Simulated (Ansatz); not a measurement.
# MoSe2 (P6_3/mmc) in Ansatz: a series of runs

Runs on MoSe2. Level: PBEsol. Tasks: single point.

Program: Ansatz 0.2.0. These are calculated values, not measurements. Logs are shortened: lines on timing, memory, paths and dates and some standing lists are left out, and cuts for length are marked.

## 1. Starting point

The structure is hexagonal, space group P6_3/mmc (No. 194). The conventional cell has a = 3.288 Å, b = 3.288 Å, c = 12.900 Å, α = 90.00°, β = 90.00°, γ = 120.00°. Around Mo (site symmetry -6m2) lie 6 Se at 2.49 Å. Se (site symmetry 3m) is surrounded by 3 Mo at 2.49 Å.

## 2. Single point, PBEsol, 18.92 Å³/atom (volume scaled by 0.94)

input.yaml

```yaml
crystal:
  lattice:
    - [3.2208791255, 0.0, 0.0]
    - [-1.6104395627, 2.7893631451, 0.0]
    - [0.0, 0.0, 12.6366608024]
  atoms:
    - { symbol: Mo, position: [0.6666666667, 0.3333333333, 0.75] }
    - { symbol: Mo, position: [0.3333333333, 0.6666666667, 0.25] }
    - { symbol: Se, position: [0.6666666667, 0.3333333333, 0.375] }
    - { symbol: Se, position: [0.3333333333, 0.6666666667, 0.875] }
    - { symbol: Se, position: [0.6666666667, 0.3333333333, 0.125] }
    - { symbol: Se, position: [0.3333333333, 0.6666666667, 0.625] }
kpoints:
  mp_grid: { grid: [9, 9, 2] }
scf:
  occupations: { method: fermi_dirac, width: 0.05 }
hamiltonian:
  xc: pbesol
  pseudopotentials: { kind: all_electron, lapw: { basis_error: 0.001 } }
output:
  forces: true
  stress: true
  eigenvalues: true
```

Potentials or basis: all-electron LAPW, scalar-relativistic.

Command:

```bash
$ ansatz run input.yaml --threads 4 --pin off --max-ram 12288MiB --backend cpu --events-out ev --progress --plain --runs-dir out
```

Output:

```text
Warning: RAYON_NUM_THREADS=4 ignored (pool sized by the plan → 4); use --threads N
LAPW: plane waves up to 9.021 Å⁻¹, error target 1.0e-3 eV per atom; small_component_spin mean_spin; Se in spheres of 1.208 Å, 24 of its electrons in bands, Dirac shells []; Mo in spheres of 1.232 Å, 32 of its electrons in bands, Dirac shells [] (how accurate: hamiltonian.pseudopotentials.lapw.basis_error, Limitations)
Engine: ansatz 0.2.0, x86_64-unknown-linux-gnu
Pseudopotentials: kind: all_electron
Pseudopotential: Mo, LAPW, valence charge 32, lapw/all_electron/scalar/gaussian/Mo, Koelling and Harmon's equation, gaussian nucleus
Pseudopotential: Se, LAPW, valence charge 24, lapw/all_electron/scalar/gaussian/Se, Koelling and Harmon's equation, gaussian nucleus
Functional definition: PBEsol
  exchange = pbesol_x
  correlation = pbesol_c
Crystal: 6 atoms, lattice volume = 113.530 Å³
Basis set: ecut = 310.0583166522265 eV, 1405 PW (Γ), exchange–correlation at level 2
Bands: 96, of which v1, the nominal top of the filled ones, is band 80 counted from 1 (79 counted from 0)
Symmetry: 24 space group operations
Space group: P63/mmc (ITA 194), of the structure as read, at distance tolerance 4.8e-5 Å
k-points: 24 of 162
Non-local potential: Mo, projectors of the file, none
Non-local potential: Se, projectors of the file, none
Initial density: superposition of atomic densities (chi_scale 0.1, normalization cell, long waves kept (reshape's long-wave potential 0.16 eV rms))
Initial wavefunctions: plane waves of lowest kinetic energy (no species holds an atomic orbital)
Functional: x = pbesol(κ = 0.804, μ = 0.12345679012345678), c = pbesol(β = 0.046)
iter 1 solved again at ethr=2.09e-3 eV; its pass at ethr=1.00e-1 eV (dr2=3.35e0 eV) is discarded
SCF iter   1: F=—  HF=-484567.367410 eV  |F-HF|=—  |Δ(HF+E_count)|=         —  Δρ=5.04e-2  dr2=3.35e0  ethr=2.09e-3  ⟨swp⟩=2.0  Hψ=14558  notcnv=0
preconditioner: auto → Resta (q_TF=auto, 2.889 Å⁻¹)  ε∞=4.3  [insulator: Δε(μ)=0.821 eV  Ē_g=11.550 eV  σ=0.050 eV  W_gap=1.00  n_scr=52 (ndim 8)  ℏωp=20.9 eV  f_vac=0.129  D(μ)=0.00/eV (n_scr^D=0)  ε∞_Penn≈4.3]
SCF iter   2: F=—  HF=-484566.376166 eV  |F-HF|=—  |Δ(HF+E_count)|=   9.91e-1  Δρ=2.50e-2  dr2=3.31e0  ethr=2.09e-3  ⟨swp⟩=2.3  Hψ=7190  notcnv=0
SCF iter   3: F=—  HF=-484565.879249 eV  |F-HF|=—  |Δ(HF+E_count)|=   4.97e-1  Δρ=1.65e-2  dr2=4.48e-1  ethr=2.07e-3  ⟨swp⟩=2.1  Hψ=6444  notcnv=0
iter 4 solved again at ethr=1.18e-5 eV; its pass at ethr=2.80e-4 eV (dr2=1.89e-2 eV) is discarded
SCF iter   4: F=—  HF=-484565.746448 eV  |F-HF|=—  |Δ(HF+E_count)|=         —  Δρ=3.05e-3  dr2=1.90e-2  ethr=1.18e-5  ⟨swp⟩=2.0  Hψ=11919  notcnv=0
the basis was enlarged: its passes take 439.6 KiB over the memory plan, 4 of 4 planned eigensolver slots
SCF iter   5: F=—  HF=-484565.746062 eV  |F-HF|=—  |Δ(HF+E_count)|=   3.85e-4  Δρ=1.45e-3  dr2=4.22e-3  ethr=1.18e-5  ⟨swp⟩=2.0  Hψ=6816  notcnv=0
SCF iter   6: F=—  HF=-484565.745151 eV  |F-HF|=—  |Δ(HF+E_count)|=   9.11e-4  Δρ=5.17e-4  dr2=4.90e-4  ethr=2.64e-6  ⟨swp⟩=2.0  Hψ=6816  notcnv=0
SCF iter   7: F=—  HF=-484565.745338 eV  |F-HF|=—  |Δ(HF+E_count)|=   1.87e-4  Δρ=2.17e-4  dr2=1.55e-4  ethr=3.06e-7  ⟨swp⟩=2.8  Hψ=6870  notcnv=0
SCF iter   8: F=—  HF=-484565.745336 eV  |F-HF|=—  |Δ(HF+E_count)|=   2.13e-6  Δρ=7.71e-5  dr2=1.26e-5  ethr=9.68e-8  ⟨swp⟩=2.2  Hψ=6821  notcnv=0
SCF iter   9: F=—  HF=-484565.745341 eV  |F-HF|=—  |Δ(HF+E_count)|=   5.41e-6  Δρ=1.87e-5  dr2=6.46e-7  ethr=7.85e-9  ⟨swp⟩=3.0  Hψ=6958  notcnv=0
SCF iter  10: F=-484565.745342 eV  HF=-484565.745342 eV  |F-HF|=2.53e-8  |Δ(HF+E_count)|=   3.39e-7  Δρ=4.57e-6  dr2=4.39e-8  ethr=4.04e-10  ⟨swp⟩=3.0  Hψ=7008  notcnv=0
SCF 1 converged in 10 iterations: F = -484565.745342 eV  dr2 = 4.39e-8
SCF converged after 10 iterations
Free energy (F): -484565.745342 eV
Harris-Foulkes:  -484565.745342 eV  (|F-HF|=2.53e-8)
Internal energy: -484565.745332 eV  (E = F + TS)
E sigma→0 (E₀):  -484565.745337 eV
Entropy (-TS):   -0.000009 eV (-0.002 meV/atom)
Fermi energy:    15.160714 eV
--- Per-component energies (eV) ---
  E_band       = -16395.972571
  E_kinetic    = 498807.996908
  E_xc         = -16032.997026
  E_electrostatic = -967340.745214  (all electrons and nuclei)
  E_smearing   = -0.000009  (= −TS)
  E_closure    = 0.000000  (closes the sum)
  E_atoms      = -484522.973163  (free atoms, spherical and without spin; not in F)
  Σ components = -484565.745342   (vs F -484565.745342, Δ=0.00e0)
  Basis errors (estimates in eV, not in F): energy 4.5e-4 per atom: plane waves 3.8e-4 (2.1e-4 summed), levels above the bands 2.0e-82, relativity 1.1e-8, radial functions 7.2e-5, core shells 1.2e-9; eigenvalues (radial functions only) 1.2e-6; not estimated: angular momenta, meshes, grids; target (lapw.basis_error) 1.0e-3; muffin-tin radii Se 1.208 Å, Mo 1.232 Å
--- Forces (eV/Å), atoms counted from 1 ---
  atom   1  Mo     0.00000000    -0.00000000     0.00000000
  atom   2  Mo    -0.00000000     0.00000000     0.00000000
  atom   3  Se    -0.00000000     0.00000000     1.96399449
  atom   4  Se     0.00000000    -0.00000000     1.96399449
  atom   5  Se    -0.00000000     0.00000000    -1.96399449
  atom   6  Se     0.00000000    -0.00000000    -1.96399449
  max |Σ_I F_I| component: 2.31e-18 eV/Å
--- Stress (GPa, compression-positive) ---
       10.719082      -0.000000       0.000000
       -0.000000      10.719082       0.000000
        0.000000       0.000000      18.397810
  P = ⅓ Tr σ = 13.2787 GPa (132.787 kbar)
--- Band table (eV; the first three rows and the last of 24) ---
  k-point 0: bands = ["-457.9339", "-457.9339", "-360.9186", "-360.9186", "-360.8924", "-360.8924", "-360.8924", "-360.8924", "-203.0719", "-203.0719", "-203.0719", "-203.0719", "-203.0665", "-203.0665", "-203.0483", "-203.0483", "-203.0483", "-203.0483", "-193.1134", "-193.1134", "-193.1134", "-193.1134", "-132.7988", "-132.7988", "-132.7988", "-132.7988", "-132.7988", "-132.7988", "-132.7988", "-132.7988", "-132.7422", "-132.7422", "-132.7422", "-132.7422", "-46.4205", "-46.4205", "-33.2540", "-33.2540", "-33.2539", "-33.2539", "-33.2531", "-33.2531", "-33.2531", "-33.2531", "-33.2146", "-33.2146", "-33.2143", "-33.2143", "-33.2127", "-33.2127", "-33.2125", "-33.2125", "-33.1986", "-33.1983", "-33.1943", "-33.1940", "-20.6927", "-20.6926", "-20.4418", "-20.4418", "-20.4418", "-20.4418", "-0.7744", "-0.5121", "0.4800", "0.9185", "7.6285", "8.7450", "11.1795", "11.5719", "11.5719", "11.5843", "11.5843", "12.7517", "12.7517", "12.7931", "12.7931", "13.4706", "13.8954", "14.7985", "17.3295", "17.3295", "17.3814", "17.3814", "17.7018", "17.7018", "17.9075", "17.9075", "20.1624", "20.3996", "22.8494", "22.8829", "23.3974", "24.7149", "25.0715", "25.0715"]
  k-point 1: bands = ["-457.9339", "-457.9339", "-360.9186", "-360.9186", "-360.8924", "-360.8924", "-360.8924", "-360.8924", "-203.0719", "-203.0719", "-203.0719", "-203.0719", "-203.0665", "-203.0665", "-203.0483", "-203.0483", "-203.0483", "-203.0483", "-193.1134", "-193.1134", "-193.1134", "-193.1134", "-132.7988", "-132.7988", "-132.7988", "-132.7988", "-132.7988", "-132.7988", "-132.7988", "-132.7988", "-132.7422", "-132.7422", "-132.7422", "-132.7422", "-46.4205", "-46.4205", "-33.2540", "-33.2540", "-33.2540", "-33.2540", "-33.2531", "-33.2531", "-33.2531", "-33.2531", "-33.2145", "-33.2145", "-33.2145", "-33.2145", "-33.2126", "-33.2126", "-33.2126", "-33.2126", "-33.1984", "-33.1984", "-33.1941", "-33.1941", "-20.6927", "-20.6927", "-20.4418", "-20.4418", "-20.4418", "-20.4418", "-0.6620", "-0.6620", "0.7153", "0.7153", "8.0953", "8.0953", "11.5780", "11.5780", "11.5780", "11.5780", "12.1855", "12.1855", "12.7724", "12.7724", "12.7724", "12.7724", "14.5736", "14.5736", "17.3476", "17.3476", "17.3476", "17.3476", "17.8119", "17.8119", "17.8119", "17.8119", "20.3011", "20.3011", "23.1041", "23.1041", "23.6156", "23.6156", "25.3013", "25.3013"]
  k-point 2: bands = ["-457.9339", "-457.9339", "-360.9186", "-360.9186", "-360.8924", "-360.8924", "-360.8924", "-360.8924", "-203.0719", "-203.0719", "-203.0719", "-203.0719", "-203.0665", "-203.0665", "-203.0483", "-203.0483", "-203.0483", "-203.0483", "-193.1134", "-193.1134", "-193.1134", "-193.1134", "-132.7988", "-132.7988", "-132.7988", "-132.7988", "-132.7988", "-132.7988", "-132.7988", "-132.7988", "-132.7422", "-132.7422", "-132.7422", "-132.7422", "-46.4166", "-46.4166", "-33.2538", "-33.2537", "-33.2533", "-33.2533", "-33.2532", "-33.2532", "-33.2525", "-33.2524", "-33.2148", "-33.2146", "-33.2145", "-33.2144", "-33.2131", "-33.2129", "-33.2128", "-33.2125", "-33.1982", "-33.1980", "-33.1939", "-33.1936", "-20.6826", "-20.6825", "-20.4853", "-20.4853", "-20.4514", "-20.4514", "-0.5810", "-0.3213", "0.5802", "0.9974", "7.8454", "8.9532", "10.8641", "11.1373", "11.1669", "11.7644", "11.7865", "12.0857", "12.4523", "12.5031", "12.8949", "13.4954", "14.1157", "14.4595", "16.9400", "17.0311", "17.0489", "17.3202", "17.3741", "17.5947", "17.6255", "17.7238", "21.1124", "21.2957", "22.9885", "23.6992", "24.3904", "24.4961", "24.7790", "25.0809"]
  k-point 23: bands = ["-457.9339", "-457.9339", "-360.9186", "-360.9186", "-360.8924", "-360.8924", "-360.8924", "-360.8924", "-203.0719", "-203.0719", "-203.0719", "-203.0719", "-203.0665", "-203.0665", "-203.0483", "-203.0483", "-203.0483", "-203.0483", "-193.1134", "-193.1134", "-193.1134", "-193.1134", "-132.7988", "-132.7988", "-132.7988", "-132.7988", "-132.7988", "-132.7988", "-132.7988", "-132.7988", "-132.7422", "-132.7422", "-132.7422", "-132.7422", "-46.3828", "-46.3828", "-33.2515", "-33.2515", "-33.2499", "-33.2499", "-33.2496", "-33.2496", "-33.2489", "-33.2489", "-33.2171", "-33.2171", "-33.2152", "-33.2152", "-33.2142", "-33.2142", "-33.2131", "-33.2131", "-33.1954", "-33.1954", "-33.1907", "-33.1907", "-20.7208", "-20.7208", "-20.6638", "-20.6638", "-20.5946", "-20.5946", "1.7157", "1.7157", "1.8188", "1.8188", "8.4742", "8.4742", "9.1872", "9.1872", "9.7406", "9.7406", "10.2735", "10.2735", "11.2590", "11.2590", "12.0384", "12.0384", "14.0596", "14.0596", "15.6777", "15.6777", "16.9639", "16.9639", "17.7057", "17.7057", "19.0640", "19.0640", "21.0535", "21.0535", "21.9738", "21.9738", "23.3949", "23.3949", "25.5379", "25.5379"]
```

Wall time 19 s (4 threads of Intel Xeon Platinum 8375C at 2.90GHz (Ice Lake), shared host); peak memory 0.94 GiB.

What came out:

```
Free energy            : -484565.7453 eV
Pressure               : 13.3 GPa
Largest force          : 1.964 eV/Å
Band gap on the k mesh : 0.88 eV, indirect (least direct gap 1.49 eV)
```

Caveat: an odd mesh through Γ misses points on the zone boundary, where band edges often lie; the cell's inner coordinates are idealised or old, which leaves forces on the atoms; this functional lacks dispersion, which binds the layers, so the pressure and a relaxed spacing across them are unreliable.

## 3. Single point, PBEsol, 19.32 Å³/atom (volume scaled by 0.96)

input.yaml: that of step 2 with these lines changed.

```diff
@@ -2,5 +2,5 @@
   lattice:
-    - [3.2208791255, 0.0, 0.0]
-    - [-1.6104395627, 2.7893631451, 0.0]
-    - [0.0, 0.0, 12.6366608024]
+    - [3.2435621202, 0.0, 0.0]
+    - [-1.6217810601, 2.8090071948, 0.0]
+    - [0.0, 0.0, 12.7256543035]
   atoms:
```

Potentials or basis: all-electron LAPW, scalar-relativistic.

Command:

```bash
$ ansatz run input.yaml --threads 4 --pin off --max-ram 12288MiB --backend cpu --events-out ev --progress --plain --runs-dir out
```

Wall time 21 s (4 threads of Intel Xeon Platinum 8375C at 2.90GHz (Ice Lake), shared host); peak memory 0.94 GiB.

The run converged. Its results:

```yaml
Free_energy: -484565.9169 eV
Pressure: 9.6 GPa
Largest_force: 1.544 eV/Å
Band_gap_on_the_k_mesh: 0.88 eV, indirect (least direct gap 1.45 eV)
```

Caveat: an odd mesh through Γ misses points on the zone boundary, where band edges often lie; the cell's inner coordinates are idealised or old, which leaves forces on the atoms; this functional lacks dispersion, which binds the layers, so the pressure and a relaxed spacing across them are unreliable.

## 4. Single point, PBEsol, 19.73 Å³/atom (volume scaled by 0.98)

input.yaml: that of step 3 with these lines changed.

```diff
@@ -2,5 +2,5 @@
   lattice:
-    - [3.2435621202, 0.0, 0.0]
-    - [-1.6217810601, 2.8090071948, 0.0]
-    - [0.0, 0.0, 12.7256543035]
+    - [3.265932221, 0.0, 0.0]
+    - [-1.6329661105, 2.8283802704, 0.0]
+    - [0.0, 0.0, 12.8134202101]
   atoms:
```

Command:

```bash
$ ansatz run input.yaml --threads 4 --pin off --max-ram 12288MiB --backend cpu --events-out ev --progress --plain --runs-dir out
```

Wall time 20 s (4 threads of Intel Xeon Platinum 8375C at 2.90GHz (Ice Lake), shared host); peak memory 0.95 GiB.

Results (log left out):

```yaml
Free_energy: -484566.0353 eV
Pressure: 6.2 GPa
Largest_force: 1.156 eV/Å
Band_gap_on_the_k_mesh: 0.88 eV, indirect (least direct gap 1.41 eV)
```

Caveat: an odd mesh through Γ misses points on the zone boundary, where band edges often lie; the cell's inner coordinates are idealised or old, which leaves forces on the atoms; this functional lacks dispersion, which binds the layers, so the pressure and a relaxed spacing across them are unreliable.

## 5. Single point, PBEsol, 20.13 Å³/atom

input.yaml: that of step 4 with these lines changed.

```diff
@@ -2,5 +2,5 @@
   lattice:
-    - [3.265932221, 0.0, 0.0]
-    - [-1.6329661105, 2.8283802704, 0.0]
-    - [0.0, 0.0, 12.8134202101]
+    - [3.288, 0.0, 0.0]
+    - [-1.644, 2.8474915276, 0.0]
+    - [0.0, 0.0, 12.9]
   atoms:
```

Command:

```bash
$ ansatz run input.yaml --threads 4 --pin off --max-ram 12288MiB --backend cpu --events-out ev --progress --plain --runs-dir out
```

Wall time 19 s (4 threads of Intel Xeon Platinum 8375C at 2.90GHz (Ice Lake), shared host); peak memory 0.93 GiB.

The run converged. Its results:

```
Free energy            : -484566.1058 eV
Pressure               : 3.2 GPa
Largest force          : 0.796 eV/Å
Band gap on the k mesh : 0.88 eV, indirect (least direct gap 1.38 eV)
```

Caveat: an odd mesh through Γ misses points on the zone boundary, where band edges often lie; the cell's inner coordinates are idealised or old, which leaves forces on the atoms; this functional lacks dispersion, which binds the layers, so the pressure and a relaxed spacing across them are unreliable.

## 6. Single point, PBEsol, 20.53 Å³/atom (volume scaled by 1.02)

input.yaml: that of step 5 with these lines changed.

```diff
@@ -2,5 +2,5 @@
   lattice:
-    - [3.288, 0.0, 0.0]
-    - [-1.644, 2.8474915276, 0.0]
-    - [0.0, 0.0, 12.9]
+    - [3.309775469, 0.0, 0.0]
+    - [-1.6548877345, 2.866349637, 0.0]
+    - [0.0, 0.0, 12.9854329533]
   atoms:
```

Potentials or basis: all-electron LAPW, scalar-relativistic.

Command:

```bash
$ ansatz run input.yaml --threads 4 --pin off --max-ram 12288MiB --backend cpu --events-out ev --progress --plain --runs-dir out
```

Wall time 17 s (4 threads of Intel Xeon Platinum 8375C at 2.90GHz (Ice Lake), shared host); peak memory 0.92 GiB.

Results (log left out):

| Quantity | Value |
| --- | --- |
| Free energy | -484566.1333 eV |
| Pressure | 0.5 GPa |
| Largest force | 0.462 eV/Å |
| Band gap on the k mesh | 0.88 eV, indirect (least direct gap 1.34 eV) |

Caveat: an odd mesh through Γ misses points on the zone boundary, where band edges often lie; the cell's inner coordinates are idealised or old, which leaves forces on the atoms; this functional lacks dispersion, which binds the layers, so the pressure and a relaxed spacing across them are unreliable.

## 7. Single point, PBEsol, 20.93 Å³/atom (volume scaled by 1.04)

input.yaml: that of step 6 with these lines changed.

```diff
@@ -2,5 +2,5 @@
   lattice:
-    - [3.309775469, 0.0, 0.0]
-    - [-1.6548877345, 2.866349637, 0.0]
-    - [0.0, 0.0, 12.9854329533]
+    - [3.3312681198, 0.0, 0.0]
+    - [-1.6656340599, 2.8849628185, 0.0]
+    - [0.0, 0.0, 13.0697563093]
   atoms:
```

Command:

```bash
$ ansatz run input.yaml --threads 4 --pin off --max-ram 12288MiB --backend cpu --events-out ev --progress --plain --runs-dir out
```

Run time: 17 s. Hardware: 4 threads of Intel Xeon Platinum 8375C at 2.90GHz (Ice Lake), shared host; peak memory 0.92 GiB.

It converged, with:

```yaml
Free_energy: -484566.1222 eV
Pressure: -1.9 GPa
Largest_force: 0.153 eV/Å
Band_gap_on_the_k_mesh: 0.88 eV, indirect (least direct gap 1.31 eV)
```

Caveat: an odd mesh through Γ misses points on the zone boundary, where band edges often lie; the cell's inner coordinates are idealised or old, which leaves forces on the atoms; this functional lacks dispersion, which binds the layers, so the pressure and a relaxed spacing across them are unreliable.

## 8. Single point, PBEsol, 21.34 Å³/atom (volume scaled by 1.06)

input.yaml: that of step 7 with these lines changed.

```diff
@@ -2,5 +2,5 @@
   lattice:
-    - [3.3312681198, 0.0, 0.0]
-    - [-1.6656340599, 2.8849628185, 0.0]
-    - [0.0, 0.0, 13.0697563093]
+    - [3.3524869601, 0.0, 0.0]
+    - [-1.6762434801, 2.9033388733, 0.0]
+    - [0.0, 0.0, 13.1530054092]
   atoms:
```

Command:

```bash
$ ansatz run input.yaml --threads 4 --pin off --max-ram 12288MiB --backend cpu --events-out ev --progress --plain --runs-dir out
```

It took 17 s on 4 threads of Intel Xeon Platinum 8375C at 2.90GHz (Ice Lake), shared host; peak memory 0.9 GiB.

The run converged. Its results:

```yaml
Free_energy: -484566.0764 eV
Pressure: -4.1 GPa
Largest_force: 0.134 eV/Å
Band_gap_on_the_k_mesh: 0.87 eV, indirect (least direct gap 1.27 eV)
```

Caveat: an odd mesh through Γ misses points on the zone boundary, where band edges often lie; the cell's inner coordinates are idealised or old, which leaves forces on the atoms; this functional lacks dispersion, which binds the layers, so the pressure and a relaxed spacing across them are unreliable.
